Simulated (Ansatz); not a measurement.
AlP (started from an entry of an open crystallographic database), 2 atoms and 8 valence electrons in a cell of about 41 Å³, was run 9 times in Ansatz, each time on 1 × NVIDIA H100 80GB HBM3 with 2 threads of AMD EPYC 7R13 Processor (Zen 3), on a shared host. The times are single readings and vary with the host's load.

```csv
run,k mesh,irreducible k,cutoff (eV),plane waves,bands,SCF iterations,wall time,peak host memory (GiB)
"G0W0, PBE, 93 empty bands, 100 eV",6×6×6,16,420,821,8,6,7.2 s,1.2
"G0W0, PBE, 225 empty bands, 180 eV",6×6×6,16,420,821,8,6,?,?
"G0W0, PBE, 437 empty bands, 260 eV",6×6×6,16,420,821,8,6,?,?
"G0W0, HSE06, 225 empty bands, 180 eV",6×6×6,16,420,821,8,9,18 s,1.5
"G0W0, r2SCAN, 225 empty bands, 180 eV",6×6×6,16,500,1037,8,6,11 s,1.5
"G0W0, PBE0, 225 empty bands, 180 eV",6×6×6,16,420,821,8,10,23 s,1.5
"G0W0, PBE, 225 empty bands, 180 eV, plasmon pole",6×6×6,16,420,821,8,6,12 s,2
"G0W0, PBE, 66 empty bands, 80 eV",8×8×8,29,420,821,8,6,?,?
"G0W0, PBE, 225 empty bands, 180 eV, norm-conserving",6×6×6,16,599,1363,8,6,?,?
```

Question: Estimate the missing times and memories.

Answer:

| run | wall time | peak host memory (GiB) |
| --- | --- | --- |
| G0W0, PBE, 225 empty bands, 180 eV | 9.6 s | 1.4 |
| G0W0, PBE, 66 empty bands, 80 eV | 27 s | 1.2 |
| G0W0, PBE, 225 empty bands, 180 eV, norm-conserving | 12 s | 1.4 |
| G0W0, PBE, 437 empty bands, 260 eV | 13 s | 1.8 |
